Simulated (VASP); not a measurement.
A run of VASP 6.6.1 is set up as follows.

File INCAR:

```
SYSTEM = MoS2
  PREC = Accurate
  ENCUT = 520
  EDIFF = 1E-6
  ISMEAR = 0
  SIGMA = 0.02
  LREAL = .FALSE.
  LASPH = .TRUE.
  NELM = 100
  ALGO = Fast
  ISIF = 2
  LWAVE = .FALSE.
  LCHARG = .TRUE.
  GGA = PE
  IVDW = 12
  LELF = .TRUE.
  LVHAR = .TRUE.
  NBANDS = 49
```

KPOINTS

```
regular mesh
0
G
  12 12 1
  0 0 0
```

File POSCAR:

```
MoS2
1.0
    3.1494121171      0.0000000000      0.0000000000
   -1.5747060585      2.7274709004      0.0000000000
    0.0000000000      0.0000000000     18.7539464414
Mo S
3 6
Direct
    0.6666666667      0.3333333333      0.0000000000
    0.3333333333      0.6666666667      0.6773040817
    0.3333333333      0.6666666667      0.3226959183
    0.3333333333      0.6666666667      0.0834878213
    0.6666666667      0.3333333333      0.7608217706
    0.6666666667      0.3333333333      0.4062115672
    0.3333333333      0.6666666667      0.9165121787
    0.6666666667      0.3333333333      0.5937884328
    0.6666666667      0.3333333333      0.2391782294
```

Potentials or basis: VASP PAW PBE potentials, release 64 (Mo_sv, S).

The run is started by

```bash
$ cat potpaw_PBE.64/Mo_sv/POTCAR potpaw_PBE.64/S/POTCAR > POTCAR
$ mpirun -np 1 vasp_std > vasp.out
```

(1) What does it give for the band gap on the k mesh?

(2) Predict the largest force.

(3) Predict the dispersion energy per atom.

Answers

(1) 0.96 eV, indirect (least direct gap 1.75 eV).

(2) 0.010 eV/Å.

(3) -0.424 eV.

Caveat: an odd mesh through Γ misses points on the zone boundary, where band edges often lie.
